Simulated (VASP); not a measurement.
# SnSe (Pm-3m) in VASP: notebook

Runs on SnSe. Level: PBE+D3(BJ). Tasks: relaxation of the atoms.

Program: VASP 6.6.1. These are calculated values, not measurements. Logs are shortened: lines on timing, memory, paths and dates and some standing lists are left out, and cuts for length are marked.

**1. The crystal as given**

It takes space group Pm-3m (No. 221, cubic). Conventional cell: a = 3.633 Å, b = 3.633 Å, c = 3.633 Å, α = 90.00°, β = 90.00°, γ = 90.00°. Around Sn (site symmetry m-3m) lie 8 Se at 3.15 Å. Se (site symmetry m-3m) has 8 Sn at 3.15 Å as nearest neighbours.

Measurements of this composition are mostly on another form, of space group No. 62.

**2. Relaxation of the atoms, PBE+D3(BJ)**

The input, INCAR:

```
  ALGO = Fast
  EDIFF = 1E-7
  EDIFFG = -0.01
  ENCUT = 600
  GGA = PE
  IBRION = 2
  ISIF = 2
  ISMEAR = 0
  IVDW = 12
  LASPH = T
  LCHARG = F
  LREAL = F
  LWAVE = F
  NELM = 80
  NSW = 40
  PREC = Accurate
  SIGMA = 0.03
```

The input, KPOINTS:

```
k-points
0
Gamma
  8 8 8
```

The input, POSCAR:

```
SnSe                                    
1.0
    3.6332853109      0.0000000000      0.0000000000
    0.0000000000      3.6332853109      0.0000000000
    0.0000000000      0.0000000000      3.6332853109
  Sn              Se            
     1     1
Direct
     0.5000000000000000    0.5000000000000000    0.5000000000000000
     0.0000000000000000    0.0000000000000000    0.0000000000000000
```

Potentials or basis: VASP PAW PBE potentials, release 64 (Sn_d, Se).

On the command line:

```console
> cat potpaw_PBE.64/Sn_d/POTCAR potpaw_PBE.64/Se/POTCAR > POTCAR
> mpirun -np 1 vasp_std > vasp.out
```

OUTCAR:

```text
EDIFF = 1E-7
   EDIFFG = -0.01
   ENCUT = 600
   GGA = PE
   IBRION = 2
   ISIF = 2
   ISMEAR = 0
   IVDW = 12
   LASPH = T
   LREAL = F
   NELM = 80
   NSW = 40
   PREC = Accurate
 IVDW          = 12

 ion  position               nearest neighbor table
   1  0.500  0.500  0.500-   2 3.15   2 3.15   2 3.15   2 3.15   2 3.15   2 3.15   2 3.15   2 3.15

   2  0.000  0.000  0.000-   1 3.15   1 3.15   1 3.15   1 3.15   1 3.15   1 3.15   1 3.15   1 3.15

  LATTYP: Found a simple cubic cell.
 ALAT       =     3.6332853109

  Lattice vectors:

 A1 = (   3.6332853109,   0.0000000000,   0.0000000000)
 A2 = (   0.0000000000,   3.6332853109,   0.0000000000)
 A3 = (   0.0000000000,   0.0000000000,   3.6332853109)

Analysis of symmetry for initial positions (statically):
=====================================================================
 Subroutine PRICEL returns:
 Original cell was already a primitive cell.

 Routine SETGRP: Setting up the symmetry group for a
 simple cubic supercell.

 Subroutine GETGRP returns: Found 48 space group operations
 (whereof 48 operations were pure point group operations)
 out of a pool of 48 trial point group operations.

The static configuration has the point symmetry O_h .

Analysis of symmetry for dynamics (positions and initial velocities):
=====================================================================
 Subroutine PRICEL returns:
 Original cell was already a primitive cell.

 Routine SETGRP: Setting up the symmetry group for a
 simple cubic supercell.

 Subroutine GETGRP returns: Found 48 space group operations
 (whereof 48 operations were pure point group operations)
 out of a pool of 48 trial point group operations.

The dynamic configuration has the point symmetry O_h .

 Subroutine INISYM returns: Found 48 space group operations
 (whereof 48 operations are pure point group operations),
 and found     1 'primitive' translations

----------------------------------------------------------------------------------------

                                     Primitive cell

  volume of cell :      47.9621

  direct lattice vectors                    reciprocal lattice vectors
     3.633285311  0.000000000  0.000000000     0.275232996  0.000000000  0.000000000
     0.000000000  3.633285311  0.000000000     0.000000000  0.275232996  0.000000000
     0.000000000  0.000000000  3.633285311     0.000000000  0.000000000  0.275232996

  length of vectors
     3.633285311  3.633285311  3.633285311     0.275232996  0.275232996  0.275232996

  position of ions in fractional coordinates (direct lattice)
     0.500000000  0.500000000  0.500000000
     0.000000000  0.000000000  0.000000000

  ion indices of the primitive-cell ions
   primitive index   ion index
                 1           1
                 2           2

----------------------------------------------------------------------------------------

 KPOINTS: k-points

Automatic generation of k-mesh.
 Grid dimensions read from file:
 generate k-points for:    8    8    8

 Generating k-lattice:

  Cartesian coordinates                     Fractional coordinates (reciprocal lattice)
     0.034404124  0.000000000  0.000000000     0.125000000  0.000000000  0.000000000
     0.000000000  0.034404124  0.000000000     0.000000000  0.125000000  0.000000000
     0.000000000  0.000000000  0.034404124     0.000000000  0.000000000  0.125000000

  Length of vectors
     0.034404124  0.034404124  0.034404124

  Shift w.r.t. Gamma in fractional coordinates (k-lattice)
     0.000000000  0.000000000  0.000000000

 Subroutine IBZKPT returns following result:
 ===========================================

 Found     35 irreducible k-points:

 Following reciprocal coordinates:
            Coordinates               Weight
  0.000000  0.000000  0.000000      1.000000
  0.125000  0.000000  0.000000      6.000000
  0.250000  0.000000  0.000000      6.000000
  0.375000  0.000000  0.000000      6.000000
  0.500000  0.000000  0.000000      3.000000
  0.125000  0.125000  0.000000     12.000000
[... 16 lines left out ...]
  0.375000  0.375000  0.125000     24.000000
  0.500000  0.375000  0.125000     24.000000
 [... further k-points ...]
   k-points           NKPTS =     35   k-points in BZ     NKDIM =     35   number of bands    NBANDS=     14
   number of dos      NEDOS =    301   number of ions     NIONS =      2
   total plane-waves  NPLWV =  27000
   dimension x,y,z NGX =    30 NGY =   30 NGZ =   30
   dimension x,y,z NGXF=    60 NGYF=   60 NGZF=   60
   ions per type =               1   1
   NGX,Y,Z   is equivalent  to a cutoff of  13.73, 13.73, 13.73 a.u.
   NGXF,Y,Z  is equivalent  to a cutoff of  27.45, 27.45, 27.45 a.u.
 SYSTEM =  unknown system
   PREC   = accura    normal or accurate (medium, high low for compatibility)
   ISTART =      0    job   : 0-new  1-cont  2-samecut
   ICHARG =      2    charge: 1-file 2-atom 10-const
   ISPIN  =      1    spin polarized calculation?
[... 34 lines left out ...]
   LEPSILON=     F    determine dielectric tensor
   LRPA    =     F    only Hartree local field effects (RPA)
 conjugate gradient relaxation of ions
 non-spin polarized calculation
 RMM-DIIS sequential band-by-band and
 Gauss-broadening in eV      SIGMA  =   0.03
  energy-cutoff  :      600.00
  volume of cell :       47.96
 maximum number of plane-waves:      1628
 NGX is ok and might be reduce to    30
   NGX = 15   NGY = 15   NGZ = 15

 number of electron      20.0000003 magnetization

 Free energy of the ion-electron system (eV)
  ---------------------------------------------------
  ext. energy  EPLUGINS =         0.00000000
  ---------------------------------------------------
  free energy    TOTEN  =        -7.69436645 eV

  energy without entropy =       -7.69352775  energy(sigma->0) =       -7.69394710

 E-fermi :   6.6553     XC(G=0): -10.3514

 val. band max:        6.6494201061   @ k =   0.3750   0.1250   0.0000
 cond. band min:       6.6973665163   @ k =   0.3750   0.3750   0.3750
 fundamental gap:      0.0479464102
 Fermi energy:         6.6553109313

 k-point     1 :       0.0000    0.0000    0.0000
  band No.  band energies     occupation
      1     -14.9515      2.00000
      2     -14.9515      2.00000
      3     -14.8676      2.00000
      4     -14.8676      2.00000
      5     -14.8676      2.00000
      6      -7.2683      2.00000
      7       0.9961      2.00000
      8       4.7009      2.00000
      9       4.7009      2.00000
     10       4.7009      2.00000
     11      10.9777      0.00000
     12      10.9777      0.00000
     13      12.9558      0.00000
     14      12.9558      0.00000

 k-point     2 :       0.1250    0.0000    0.0000
  band No.  band energies     occupation
      1     -14.9511      2.00000
      2     -14.9417      2.00000
      3     -14.8709      2.00000
      4     -14.8709      2.00000
      5     -14.8674      2.00000
      6      -7.1481      2.00000
      7       0.5641      2.00000
      8       4.7349      2.00000
      9       4.8435      2.00000
     10       4.8435      2.00000
     11      11.1305      0.00000
     12      11.2065      0.00000
     13      12.4958      0.00000
     14      12.4963      0.00000

 k-point     3 :       0.2500    0.0000    0.0000
  band No.  band energies     occupation
      1     -14.9499      2.00000
      2     -14.9180      2.00000
      3     -14.8789      2.00000
      4     -14.8789      2.00000
      5     -14.8667      2.00000
      6      -6.8178      2.00000
      7      -0.4488      2.00000
      8       5.0483      2.00000
      9       5.2398      2.00000
     10       5.2398      2.00000
     11       9.9750      0.00000
     12      11.4124      0.00000
     13      11.4124      0.00000
     14      11.5923      0.00000
[... 324 lines left out ...]
 k-point    23 :       0.3750    0.3750    0.1250
  band No.  band energies     occupation
      1     -14.9150      2.00000
      2     -14.9098      2.00000
      3     -14.8883      2.00000
      4     -14.8876      2.00000
      5     -14.8612      2.00000
      6      -5.6437      2.00000
      7      -0.3119      2.00000
      8       1.9540      2.00000
      9       3.7202      2.00000
     10       5.5100      2.00000
     11       8.8836      0.00000
     12      10.0680      0.00000
     13      10.9219      0.00000
     14      14.6234      0.00000

 k-point    24 :       0.5000    0.3750    0.1250
  band No.  band energies     occupation
      1     -14.9198      2.00000
      2     -14.9075      2.00000
      3     -14.8912      2.00000
      4     -14.8873      2.00000
      5     -14.8529      2.00000
      6      -5.5030      2.00000
      7      -0.1545      2.00000
      8       2.0238      2.00000
      9       2.7822      2.00000
     10       5.7247      2.00000
     11       9.0015      0.00000
     12       9.8310      0.00000
     13      11.0775      0.00000
     14      14.2756      0.00000

 [... further k-points ...]

------------------------ aborting loop because EDIFF is reached ----------------------------------------

 Edisp (eV)   -0.79976

 E8    (eV) :    -0.3579

  FORCE on cell =-STRESS in cart. coord.  units (eV):
  Direction    XX          YY          ZZ          XY          YZ          ZX
  --------------------------------------------------------------------------------------
  -------------------------------------------------------------------------------------
  Total       0.00068     0.00068     0.00068    -0.00000     0.00000    -0.00000
  in kB       0.02278     0.02278     0.02278    -0.00000     0.00000    -0.00000
  external pressure =        0.02 kB  Pullay stress =        0.00 kB

 VOLUME and BASIS-vectors are now :
 -----------------------------------------------------------------------------
  energy-cutoff  :      600.00
  volume of cell :       47.96
      direct lattice vectors                 reciprocal lattice vectors
     3.633285311  0.000000000  0.000000000     0.275232996  0.000000000  0.000000000
     0.000000000  3.633285311  0.000000000     0.000000000  0.275232996  0.000000000
     0.000000000  0.000000000  3.633285311     0.000000000  0.000000000  0.275232996

 POSITION                                       TOTAL-FORCE (eV/Angst)
 -----------------------------------------------------------------------------------
      1.81664      1.81664      1.81664         0.000000      0.000000      0.000000
      0.00000      0.00000      0.00000         0.000000      0.000000      0.000000
 -----------------------------------------------------------------------------------
    total drift:                                0.000000      0.000000      0.000000

  FREE ENERGIE OF THE ION-ELECTRON SYSTEM (eV)
  ---------------------------------------------------
  free  energy   TOTEN  =        -8.4941249407 eV

  energy  without entropy=       -8.4932862461  energy(sigma->0) =       -8.49370559

 reached required accuracy - stopping structural energy minimisation
```

Wall time 14 s (1 thread of Intel Xeon 6975P-C (Granite Rapids), shared host); peak memory 0.19 GiB.

Results:

| Property | Result |
| --- | --- |
| Free energy | -8.4941 eV |
| Pressure after relaxing | 0.0 GPa |
| Band gap on the k mesh | none (metal or under the smearing width) |
| Dispersion energy per atom | -0.400 eV |

Final structure:
```
Sn Se
1.0
     3.63329    0.00000    0.00000
     0.00000    3.63329    0.00000
     0.00000    0.00000    3.63329
Sn Se
1 1
Cartesian
  1.8166 1.8166 1.8166
  0.0000 0.0000 0.0000
```

Levels at points of the mesh, in eV from the Fermi level:
| k point | band 8 | band 9 | band 10 | band 11 | band 12 | band 13 |
| --- | --- | --- | --- | --- | --- | --- |
| (0.00, 0.00, 0.00) | -1.95 | -1.95 | -1.95 | 4.32 | 4.32 | 6.30 |
| (0.50, 0.00, 0.00) | -0.62 | -0.62 | -0.06 | 0.54 | 3.15 | 3.15 |
| (0.50, 0.50, 0.00) | -5.20 | -5.20 | -0.18 | 4.22 | 4.22 | 4.90 |
| (0.50, 0.50, 0.50) | -3.13 | -3.13 | -3.13 | -1.19 | -1.19 | -1.19 |

Caveat: the relaxation stopped at its first step, so nothing moved; pairwise dispersion overbinds metals, which lowers pressure and volume.

**3. Relaxation of the atoms, PBE+D3(BJ) (a relaxed cell with its volume scaled by 1.02)**

INCAR is that of step 2.

KPOINTS is that of step 2.

The input, POSCAR:

```
SnSe                                    
1.0
    3.6573475043      0.0000000000      0.0000000000
    0.0000000000      3.6573475043      0.0000000000
    0.0000000000      0.0000000000      3.6573475043
  Sn              Se            
     1     1
Direct
     0.5000000000000000    0.5000000000000000    0.5000000000000000
     0.0000000000000000    0.0000000000000000    0.0000000000000000
```

Potentials or basis: VASP PAW PBE potentials, release 64 (Sn_d, Se).

On the command line:

```console
> cat potpaw_PBE.64/Sn_d/POTCAR potpaw_PBE.64/Se/POTCAR > POTCAR
> mpirun -np 1 vasp_std > vasp.out
```

Run time: 14 s. Hardware: 1 thread of Intel Xeon 6975P-C (Granite Rapids), shared host; peak memory 0.19 GiB.

It converged, with:

```
Free energy                : -8.4908 eV
Pressure after relaxing    : -1.1 GPa
Band gap on the k mesh     : none (metal or under the smearing width)
Dispersion energy per atom : -0.392 eV
```

Final structure:
```
Sn Se
1.0
     3.65735    0.00000    0.00000
     0.00000    3.65735    0.00000
     0.00000    0.00000    3.65735
Sn Se
1 1
Cartesian
  1.8287 1.8287 1.8287
  0.0000 0.0000 0.0000
```

Levels at points of the mesh, in eV from the Fermi level:
```
           k point  band 7  band 8  band 9  band 10  band 11  band 12  band 13  band 14
(0.00, 0.00, 0.00)   -5.68   -1.87   -1.87    -1.87     4.40     4.40     6.19     6.19
(0.50, 0.00, 0.00)   -8.40   -0.57   -0.57    -0.05     0.50     3.15     3.15     6.39
(0.50, 0.50, 0.00)   -6.06   -5.04   -5.04    -0.14     4.18     4.18     4.84     6.53
(0.50, 0.50, 0.50)   -4.44   -3.01   -3.01    -3.01    -1.09    -1.09    -1.09    14.21
```

Caveat: the relaxation stopped at its first step, so nothing moved; pairwise dispersion overbinds metals, which lowers pressure and volume.

**4. Relaxation of the atoms, PBE+D3(BJ) (a relaxed cell with its volume scaled by 1.04)**

INCAR is that of step 3.

KPOINTS is that of step 3.

The input, POSCAR:

```
SnSe                                    
1.0
    3.6810971795      0.0000000000      0.0000000000
    0.0000000000      3.6810971795      0.0000000000
    0.0000000000      0.0000000000      3.6810971795
  Sn              Se            
     1     1
Direct
     0.5000000000000000    0.5000000000000000    0.5000000000000000
     0.0000000000000000    0.0000000000000000    0.0000000000000000
```

On the command line:

```console
> cat potpaw_PBE.64/Sn_d/POTCAR potpaw_PBE.64/Se/POTCAR > POTCAR
> mpirun -np 1 vasp_std > vasp.out
```

It took 14 s on 1 thread of Intel Xeon 6975P-C (Granite Rapids), shared host; peak memory 0.19 GiB.

It converged, with:

```
Free energy                : -8.4809 eV
Pressure after relaxing    : -2.2 GPa
Band gap on the k mesh     : none (metal or under the smearing width)
Dispersion energy per atom : -0.385 eV
```

Final structure:
```yaml
crystal:
  lattice:
    - [3.68110, 0.00000, 0.00000]
    - [0.00000, 3.68110, 0.00000]
    - [0.00000, 0.00000, 3.68110]
  atoms:
    - { symbol: Sn, position: [0.50000, 0.50000, 0.50000] }
    - { symbol: Se, position: [0.00000, 0.00000, 0.00000] }
```

Levels at points of the mesh, in eV from the Fermi level:
| k point | band 6 | band 7 | band 8 | band 9 | band 10 | band 11 | band 12 | band 13 | band 14 |
| --- | --- | --- | --- | --- | --- | --- | --- | --- | --- |
| (0.00, 0.00, 0.00) | -13.59 | -5.69 | -1.78 | -1.78 | -1.78 | 4.47 | 4.47 | 6.08 | 6.08 |
| (0.50, 0.00, 0.00) | -12.60 | -8.26 | -0.52 | -0.52 | -0.03 | 0.46 | 3.16 | 3.16 | 6.47 |
| (0.50, 0.50, 0.00) | -11.93 | -6.01 | -4.89 | -4.89 | -0.10 | 4.14 | 4.14 | 4.78 | 6.53 |
| (0.50, 0.50, 0.50) | -11.54 | -4.46 | -2.90 | -2.90 | -2.90 | -1.00 | -1.00 | -1.00 | 14.03 |

Caveat: the relaxation stopped at its first step, so nothing moved; pairwise dispersion overbinds metals, which lowers pressure and volume.

**5. Relaxation of the atoms, PBE+D3(BJ) (a relaxed cell with its volume scaled by 1.06)**

INCAR is that of step 4.

KPOINTS is that of step 4.

The input, POSCAR:

```
SnSe                                    
1.0
    3.7045442905      0.0000000000      0.0000000000
    0.0000000000      3.7045442905      0.0000000000
    0.0000000000      0.0000000000      3.7045442905
  Sn              Se            
     1     1
Direct
     0.5000000000000000    0.5000000000000000    0.5000000000000000
     0.0000000000000000    0.0000000000000000    0.0000000000000000
```

On the command line:

```console
> cat potpaw_PBE.64/Sn_d/POTCAR potpaw_PBE.64/Se/POTCAR > POTCAR
> mpirun -np 1 vasp_std > vasp.out
```

It took 14 s on 1 thread of Intel Xeon 6975P-C (Granite Rapids), shared host; peak memory 0.19 GiB.

The run converged. Its results:

```
Free energy                : -8.4651 eV
Pressure after relaxing    : -3.1 GPa
Band gap on the k mesh     : none (metal or under the smearing width)
Dispersion energy per atom : -0.378 eV
```

Final structure:
```cif
data_structure
_symmetry_space_group_name_H-M 'P 1'
_symmetry_Int_Tables_number 1
_cell_length_a 3.7045
_cell_length_b 3.7045
_cell_length_c 3.7045
_cell_angle_alpha 90.000
_cell_angle_beta 90.000
_cell_angle_gamma 90.000
_cell_volume 50.84
loop_
_atom_site_label
_atom_site_type_symbol
_atom_site_fract_x
_atom_site_fract_y
_atom_site_fract_z
_atom_site_occupancy
Sn1 Sn 0.50000 0.50000 0.50000 1
Se1 Se 0.00000 0.00000 0.00000 1
```

Levels at points of the mesh, in eV from the Fermi level:
```tsv
k point	band 6	band 7	band 8	band 9	band 10	band 11	band 12	band 13	band 14
(0.00, 0.00, 0.00)	-13.43	-5.71	-1.70	-1.70	-1.70	4.54	4.54	5.98	5.98
(0.50, 0.00, 0.00)	-12.48	-8.13	-0.47	-0.47	-0.02	0.43	3.16	3.16	6.54
(0.50, 0.50, 0.00)	-11.85	-5.97	-4.74	-4.74	-0.06	4.10	4.10	4.72	6.53
(0.50, 0.50, 0.50)	-11.48	-4.48	-2.79	-2.79	-2.79	-0.91	-0.91	-0.91	13.86
```

Caveat: the relaxation stopped at its first step, so nothing moved; pairwise dispersion overbinds metals, which lowers pressure and volume.

**6. Summary**

```tsv
cell	gap on the mesh (eV)	pressure (GPa)
atoms relaxed	none	0.0
atoms relaxed from: a relaxed cell with its volume scaled by 1.02	none	-1.1
atoms relaxed from: a relaxed cell with its volume scaled by 1.04	none	-2.2
atoms relaxed from: a relaxed cell with its volume scaled by 1.06	none	-3.1
```

Alike in all rows: task relaxation of the atoms; level PBE+D3(BJ); potentials or basis VASP PAW PBE potentials, release 64 (Sn_d, Se); no spin polarisation; k mesh 8 × 8 × 8; cutoff (eV) 600; smearing gaussian 0.03 eV.

Caveats: the relaxation stopped at its first step, so nothing moved; pairwise dispersion overbinds metals, which lowers pressure and volume.

Total energies depend on the potentials used, so only differences within one code and one set of settings carry meaning.
